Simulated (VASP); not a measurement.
# Te (P3_121) in VASP: single point with PBEsol

Aim: the single point of Te with PBEsol.

Everything below comes from runs of VASP 6.6.1. Logs are shortened: lines on timing, memory, paths and dates and some standing lists are left out, and cuts for length are marked.

## Step 1: The structure

Symmetry: P3_121, No. 152, trigonal system. The conventional cell has a = 4.312 Å, b = 4.312 Å, c = 5.966 Å, α = 90.00°, β = 90.00°, γ = 120.00°. Te (site symmetry 2) is surrounded by 6 Te at 2.91 to 3.34 Å.

## Step 2: Single point, PBEsol, non-collinear spin, zero start, spin-orbit coupling

Contents of INCAR:

```
SYSTEM = Te
PREC     = Accurate       ! precision mode
ENCUT    = 520            ! plane-wave cutoff, eV
EDIFF    = 1E-6           ! SCF threshold, eV
ISMEAR   = 0              ! smearing method
SIGMA    = 0.1            ! smearing width, eV
LREAL    = .False.        ! projectors in reciprocal space
LASPH    = .True.         ! aspherical terms in the spheres
NELM     = 80             ! most SCF steps
ALGO     = Normal         ! electronic algorithm
ISIF     = 2              ! what is computed and relaxed
LWAVE    = .False.        ! write WAVECAR
LCHARG   = .True.         ! write CHGCAR
LNONCOLLINEAR= .True.         ! non-collinear magnetism
MAGMOM   = 0 0 0 0 0 0 0 0 0 ! initial moments
LORBIT   = 11             ! projections on sites
LSORBIT  = .True.         ! spin-orbit coupling
GGA_COMPAT= .False.      
GGA      = PS             ! functional
LVHAR    = .True.
```

Contents of KPOINTS:

```
regular mesh
0
Gamma
  9 9 6
  0 0 0
```

Contents of POSCAR:

```
Te
1.0
    4.3118200000      0.0000000000      0.0000000000
   -2.1559100000      3.7341400000      0.0000000000
    0.0000000000      0.0000000000      5.9663300000
Te
3
Direct
    0.2846900000      0.0000000000      0.3333300000
    1.0000000000      0.2846900000      0.6666700000
    0.7153100000      0.7153100000      0.0000000000
```

Potentials or basis: VASP PAW PBE potentials, release 64 (Te).

The run is started by

```
> cat potpaw_PBE.64/Te/POTCAR > POTCAR
> mpirun -np 1 vasp_ncl > vasp.out
```

OUTCAR:

```text
SYSTEM = Te
   PREC = Accurate
   ENCUT = 520
   EDIFF = 1E-6
   ISMEAR = 0
   LREAL = .False.
   LASPH = .True.
   NELM = 80
   ISIF = 2
   LNONCOLLINEAR = .True.
   LORBIT = 11
   LSORBIT = .True.
   GGA = PS

 ion  position               nearest neighbor table
   1  0.285  0.000  0.333-   3 2.91   2 2.91   3 3.34   3 3.34   2 3.34   2 3.34
   2  0.000  0.285  0.667-   3 2.91   1 2.91   3 3.34   3 3.34   1 3.34   1 3.34
   3  0.715  0.715  0.000-   2 2.91   1 2.91   1 3.34   2 3.34   2 3.34   1 3.34

  LATTYP: Found a hexagonal cell.
 ALAT       =     4.3118200000
 C/A-ratio  =     1.3837149974

  Lattice vectors:

 A1 = (   4.3118200000,   0.0000000000,   0.0000000000)
 A2 = (  -2.1559100000,   3.7341400000,   0.0000000000)
 A3 = (   0.0000000000,   0.0000000000,   5.9663300000)

Analysis of symmetry for initial positions (statically):
=====================================================================
 Subroutine PRICEL returns:
 Original cell was already a primitive cell.

 Routine SETGRP: Setting up the symmetry group for a
 hexagonal supercell.

 Subroutine GETGRP returns: Found  2 space group operations
 (whereof  2 operations were pure point group operations)
 out of a pool of 24 trial point group operations.

The static configuration has the point symmetry C_2 .

Analysis of symmetry for dynamics (positions and initial velocities):
=====================================================================
 Subroutine PRICEL returns:
 Original cell was already a primitive cell.

 Routine SETGRP: Setting up the symmetry group for a
 hexagonal supercell.

 Subroutine GETGRP returns: Found  2 space group operations
 (whereof  2 operations were pure point group operations)
 out of a pool of 24 trial point group operations.

The dynamic configuration has the point symmetry C_2 .

Analysis of structural, dynamic, and magnetic symmetry:
=====================================================================
 Subroutine PRICEL returns:
 Original cell was already a primitive cell.

 Routine SETGRP: Setting up the symmetry group for a
 hexagonal supercell.
[... 870 lines left out ...]
  --------------------------------------------------------------------------------------
  -------------------------------------------------------------------------------------
  Total        0.1443255      0.1444018      0.2676045      0.0000665     -0.0000817      0.0001416
  in kB        2.4071055      2.4083786      4.4631921      0.0011089     -0.0013625      0.0023620
  external PRESSURE =       3.0928921 kB  Pullay stress =       0.0000000 kB

 VOLUME and BASIS-vectors are now :
 -----------------------------------------------------------------------------
  energy-cutoff  :      520.00
  volume of cell :       96.06
      direct lattice vectors                 reciprocal lattice vectors
     4.311820000  0.000000000  0.000000000     0.231920627  0.133899640  0.000000000
    -2.155910000  3.734140000  0.000000000     0.000000000  0.267799279  0.000000000
     0.000000000  0.000000000  5.966330000     0.000000000  0.000000000  0.167607223

 POSITION                                       TOTAL-FORCE (eV/Angst)
 -----------------------------------------------------------------------------------
      1.22753      0.00000      1.98876         0.025718      0.000012      0.000142
     -0.61377      1.06307      3.97757        -0.012848      0.022278     -0.000142
      1.54214      2.67107      0.00000        -0.012870     -0.022291      0.000000
 -----------------------------------------------------------------------------------
    total drift:                                0.000001      0.000001     -0.000000

  FREE ENERGIE OF THE ION-ELECTRON SYSTEM (eV)
  ---------------------------------------------------
  free  energy   TOTEN  =       -10.9263919906 eV

  energy  without entropy=      -10.9258705500  energy(sigma->0) =      -10.92613127

 Spin-Orbit-Coupling matrix elements

 Ion:    1  E_soc:     -0.2334693
 l=   1
     0.0000000    -0.0400227    -0.0392924
    -0.0400227     0.0000000    -0.0370349
    -0.0392924    -0.0370349     0.0000000
 l=   2
     0.0000000    -0.0000289     0.0000000    -0.0000287    -0.0000594
    -0.0000289     0.0000000    -0.0000510    -0.0000590    -0.0000270
     0.0000000    -0.0000510     0.0000000    -0.0001076     0.0000000
    -0.0000287    -0.0000590    -0.0001076     0.0000000    -0.0000231
    -0.0000594    -0.0000270     0.0000000    -0.0000231     0.0000000
 l=   3
     0.0000000     0.0000000     0.0000000     0.0000000     0.0000000     0.0000000     0.0000000
     0.0000000     0.0000000     0.0000000     0.0000000     0.0000000     0.0000000     0.0000000
     0.0000000     0.0000000     0.0000000     0.0000000     0.0000000     0.0000000     0.0000000
     0.0000000     0.0000000     0.0000000     0.0000000     0.0000000     0.0000000     0.0000000
[... 29 lines left out ...]
 l=   2
     0.0000000    -0.0000259     0.0000000    -0.0000260    -0.0000594
    -0.0000259     0.0000000    -0.0000935    -0.0000590    -0.0000269
     0.0000000    -0.0000935     0.0000000    -0.0000652     0.0000000
    -0.0000260    -0.0000590    -0.0000652     0.0000000    -0.0000288
    -0.0000594    -0.0000269     0.0000000    -0.0000288     0.0000000
 l=   3
     0.0000000     0.0000000     0.0000000     0.0000000     0.0000000     0.0000000     0.0000000
     0.0000000     0.0000000     0.0000000     0.0000000     0.0000000     0.0000000     0.0000000
     0.0000000     0.0000000     0.0000000     0.0000000     0.0000000     0.0000000     0.0000000
     0.0000000     0.0000000     0.0000000     0.0000000     0.0000000     0.0000000     0.0000000
     0.0000000     0.0000000     0.0000000     0.0000000     0.0000000     0.0000000     0.0000000
     0.0000000     0.0000000     0.0000000     0.0000000     0.0000000     0.0000000     0.0000000
     0.0000000     0.0000000     0.0000000     0.0000000     0.0000000     0.0000000     0.0000000

 total charge

# of ion       s       p       d       tot
------------------------------------------
    1        1.438   1.801   0.046   3.286
    2        1.438   1.801   0.046   3.286
    3        1.438   1.801   0.046   3.286
--------------------------------------------------
tot          4.314   5.404   0.139   9.857

 magnetization (x)

# of ion       s       p       d       tot
------------------------------------------
    1       -0.000   0.000  -0.000   0.000
    2        0.000   0.000  -0.000   0.000
    3        0.000  -0.000  -0.000  -0.000
--------------------------------------------------
tot          0.000   0.000  -0.000   0.000

 magnetization (y)

# of ion       s       p       d       tot
------------------------------------------
    1        0.000   0.000  -0.000   0.000
    2       -0.000   0.000  -0.000   0.000
    3        0.000  -0.000  -0.000  -0.000
--------------------------------------------------
tot          0.000   0.000  -0.000   0.000

 magnetization (z)

# of ion       s       p       d       tot
------------------------------------------
    1        0.000  -0.000  -0.000  -0.000
    2       -0.000   0.000   0.000   0.000
    3        0.000   0.000   0.000   0.000
--------------------------------------------------
tot          0.000   0.000   0.000   0.000
```

OSZICAR:

```text
N       E                     dE             d eps       ncg     rms          rms(c)
DAV:   1     0.824343001414E+02    0.82434E+02   -0.66307E+03 13104   0.112E+03
DAV:   2    -0.395482996673E+01   -0.86389E+02   -0.83437E+02 17238   0.166E+02
DAV:   3    -0.107946126917E+02   -0.68398E+01   -0.67492E+01 16460   0.498E+01
DAV:   4    -0.109427912023E+02   -0.14818E+00   -0.14769E+00 14734   0.845E+00
DAV:   5    -0.109468021323E+02   -0.40109E-02   -0.40107E-02 15736   0.152E+00    0.139E+01
DAV:   6    -0.109316573518E+02    0.15145E-01   -0.12174E-02 14270   0.761E-01    0.865E+00
DAV:   7    -0.109262227221E+02    0.54346E-02   -0.14297E-02 14034   0.798E-01    0.364E+00
DAV:   8    -0.109265984512E+02   -0.37573E-03   -0.19977E-03 15068   0.278E-01    0.208E-01
DAV:   9    -0.109263886930E+02    0.20976E-03   -0.34411E-04 13512   0.127E-01    0.789E-02
DAV:  10    -0.109263909175E+02   -0.22245E-05   -0.10206E-04 15046   0.615E-02    0.436E-02
DAV:  11    -0.109263927335E+02   -0.18160E-05   -0.54709E-06 14770   0.159E-02    0.146E-02
DAV:  12    -0.109263919906E+02    0.74299E-06   -0.96809E-07  7748   0.682E-03
   1 F= -.10926392E+02 E0= -.10926131E+02  d E =-.521441E-03  mag=    -0.0000    -0.0000    -0.0000
```

stdout:

```text
POSCAR found type information on POSCAR Te
 POSCAR found :  1 types and       3 ions
 scaLAPACK will be used
 -----------------------------------------------------------------------------
|                                                                             |
|                                                                             |
|     You enforced a specific xc type in the INCAR file but a different       |
|     I HOPE YOU KNOW WHAT YOU ARE DOING!                                     |
|                                                                             |
 -----------------------------------------------------------------------------

 LDA part: xc-table for (Slater+PW92), standard interpolation
 POSCAR, INCAR and KPOINTS ok, starting setup
 FFT: planning ... GRIDC
 FFT: planning ... GRID_SOFT
 FFT: planning ... GRID
 WAVECAR not read
 entering main loop
```

It took 6.9 min on 1 thread of Intel Xeon 6975P-C (Granite Rapids), shared host; peak memory 0.95 GiB.

Results:

```yaml
Free_energy: -10.9264 eV
Pressure: 0.3 GPa
Largest_force: 0.026 eV/Å
Net_moment: 0.00 μB per cell
Valence_electrons_inside_the_program's_atomic_spheres: Te 3.29
```

Forces in eV/Å, atoms in the order of the input:
```
Te   0.026  0.000  0.000
Te  -0.013  0.022  0.000
Te  -0.013 -0.022  0.000
```

Moments on the atoms (μB; x, y, z):
```
Te  0.00 0.00 0.00
Te  0.00 0.00 0.00
Te  0.00 0.00 0.00
```

Caveat: the PAW data sets were made with another functional, which shifts forces and pressure a little.
